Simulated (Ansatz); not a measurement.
Input and command of a calculation in Ansatz (plane waves; scalar-relativistic PAW potentials unless the input names others):

```yaml
crystal:
  lattice:
    - [3.1407285108, 0.0, 0.0]
    - [-1.5703642554, 2.7199506767, 0.0]
    - [0.0, 0.0, 28.0139064959]
  atoms:
    - { symbol: Mo, position: [0.6666666667, 0.3333333333, 0.0] }
    - { symbol: Mo, position: [0.3333333333, 0.6666666667, 0.775531177] }
    - { symbol: Mo, position: [0.3333333333, 0.6666666667, 0.224468823] }
    - { symbol: S, position: [0.3333333333, 0.6666666667, 0.0628002119] }
    - { symbol: S, position: [0.6666666667, 0.3333333333, 0.8383361972] }
    - { symbol: S, position: [0.6666666667, 0.3333333333, 0.2872235572] }
    - { symbol: S, position: [0.3333333333, 0.6666666667, 0.9514784107] }
    - { symbol: S, position: [0.6666666667, 0.3333333333, 0.7270550654] }
    - { symbol: S, position: [0.6666666667, 0.3333333333, 0.1759424254] }
basis:
  ecutwfc: 420
kpoints:
  mp_grid: { grid: [6, 6, 1] }
hamiltonian:
  xc: pbesol
scf:
  occupations: { method: gaussian, width: 0.05 }
output:
  forces: true
  eigenvalues: true
  stress: true
```

```bash
ansatz run input.yaml --threads 2 --pin off --max-ram 5120MiB --backend cpu --events-out ev --progress --plain --runs-dir out
```

Abridged log:
```
Basis set: ecut = 420 eV, 4665 PW (Γ), exchange–correlation on 48×48×384 points (8 copies of the dense FFT grid, shifted against one another)
Bands: 48, of which v1, the nominal top of the filled ones, is band 39 counted from 1 (38 counted from 0)
Symmetry: 6 space group operations
k-points: 7 of 36 (time reversal used)
SCF iter   1: F=—  HF=-20008.657806 eV  |F-HF|=—  |Δ(HF+E_count)|=         —  Δρ=5.94e-3  dr2=2.60e-1  ethr=1.77e-3  ⟨swp⟩=8.1  Hψ=1579  notcnv=0
SCF iter   2: F=—  HF=-20008.644180 eV  |F-HF|=—  |Δ(HF+E_count)|=   1.36e-2  Δρ=3.63e-3  dr2=6.01e-2  ethr=3.33e-4  ⟨swp⟩=2.1  Hψ=444  notcnv=0  defer=19
SCF iter   3: F=—  HF=-20008.639353 eV  |F-HF|=—  |Δ(HF+E_count)|=   4.83e-3  Δρ=1.93e-3  dr2=1.45e-2  ethr=7.71e-5  ⟨swp⟩=2.0  Hψ=468  notcnv=0  defer=12
automatic band count: iteration 3 solves 47 bands in place of 48: the levels show a gap, and the empty bands left out lie too high to hold charge; the band table lists the bands solved (type scf.n_extra_bands for more)
SCF iter   4: F=—  HF=-20008.639442 eV  |F-HF|=—  |Δ(HF+E_count)|=   8.93e-5  Δρ=1.05e-3  dr2=7.68e-3  ethr=1.86e-5  ⟨swp⟩=2.0  Hψ=429  notcnv=0  defer=12
SCF iter   5: F=—  HF=-20008.638586 eV  |F-HF|=—  |Δ(HF+E_count)|=   8.56e-4  Δρ=3.24e-4  dr2=9.20e-4  ethr=9.85e-6  ⟨swp⟩=1.9  Hψ=408  notcnv=0  defer=12
SCF iter   6: F=—  HF=-20008.638440 eV  |F-HF|=—  |Δ(HF+E_count)|=   1.46e-4  Δρ=1.65e-4  dr2=1.57e-4  ethr=1.18e-6  ⟨swp⟩=2.0  Hψ=471  notcnv=0
automatic band count: iteration 6 solves 45 bands in place of 47: the levels show a gap, and the empty bands left out lie too high to hold charge; the band table lists the bands solved (type scf.n_extra_bands for more)
SCF iter   7: F=—  HF=-20008.638414 eV  |F-HF|=—  |Δ(HF+E_count)|=   2.53e-5  Δρ=7.82e-5  dr2=3.34e-5  ethr=2.02e-7  ⟨swp⟩=2.1  Hψ=468  notcnv=0
SCF iter   8: F=—  HF=-20008.638467 eV  |F-HF|=—  |Δ(HF+E_count)|=   5.27e-5  Δρ=3.23e-5  dr2=3.92e-6  ethr=4.28e-8  ⟨swp⟩=2.0  Hψ=462  notcnv=0
SCF iter   9: F=—  HF=-20008.638468 eV  |F-HF|=—  |Δ(HF+E_count)|=   7.11e-7  Δρ=1.33e-5  dr2=1.58e-6  ethr=5.02e-9  ⟨swp⟩=2.6  Hψ=508  notcnv=0
SCF iter  10: F=—  HF=-20008.638468 eV  |F-HF|=—  |Δ(HF+E_count)|=   4.27e-8  Δρ=9.14e-6  dr2=8.53e-7  ethr=2.03e-9  ⟨swp⟩=2.0  Hψ=418  notcnv=0
SCF iter  11: F=—  HF=-20008.638468 eV  |F-HF|=—  |Δ(HF+E_count)|=  9.86e-10  Δρ=4.03e-6  dr2=1.60e-7  ethr=1.09e-9  ⟨swp⟩=1.4  Hψ=329  notcnv=0
SCF iter  12: F=-20008.638468 eV  HF=-20008.638468 eV  |F-HF|=1.83e-8  |Δ(HF+E_count)|=   1.78e-8  Δρ=1.76e-6  dr2=3.10e-8  ethr=1.28e-10  ⟨swp⟩=6.6  Hψ=1215  notcnv=0
SCF 1 converged in 12 iterations: F = -20008.638468 eV  dr2 = 3.10e-8
SCF converged after 12 iterations
Free energy (F): -20008.638468 eV
Harris-Foulkes:  -20008.638468 eV  (|F-HF|=1.83e-8)
Internal energy: -20008.638466 eV  (E = F + TS)
E sigma→0 (E₀):  -20008.638467 eV
Entropy (-TS):   -0.000002 eV ( 0.000 meV/atom)
Fermi energy:    5.882053 eV
--- Forces (eV/Å), atoms counted from 1 ---
  atom   1  Mo     0.00000000     0.00000000     5.99680932
  atom   2  Mo     0.00000000     0.00000000     6.05076263
  atom   3  Mo     0.00000000     0.00000000     6.02210210
  atom   4  S      0.00000000     0.00000000    -2.29823178
  atom   5  S      0.00000000     0.00000000    -2.30464004
  atom   6  S      0.00000000     0.00000000    -2.33601921
  atom   7  S      0.00000000     0.00000000    -3.69854939
  atom   8  S      0.00000000     0.00000000    -3.73375338
  atom   9  S      0.00000000     0.00000000    -3.69850750
--- Stress (GPa, compression-positive) ---
        2.843788       0.000000       0.000000
        0.000000       2.843788       0.000000
        0.000000       0.000000       1.848345
  P = ⅓ Tr σ = 2.5120 GPa (25.120 kbar)
```

Apart from outputs and empty bands, the input differs from a reference run on usual settings in kpoints.mp_grid.grid: [12, 12, 1] → [6, 6, 1]. The reference, at the same geometry (not necessarily relaxed), gave pressure 2.52 GPa, largest force 6.062 eV/Å, gap on the mesh 0.28 eV. This run converged in 12 SCF iterations (reference: 12) with an energy at zero smearing 0.11 meV/atom below the reference's, pressure 2.51 GPa, largest force 6.051 eV/Å, gap on the mesh 0.28 eV. Its k mesh is looser than usual, yet energy, pressure and forces hardly moved.

Time: 8.5 s on 2 threads of Intel(R) Xeon(R) Processor @ 2.50GHz (Skylake/Cascade Lake), on a shared host, peak memory 0.49 GiB.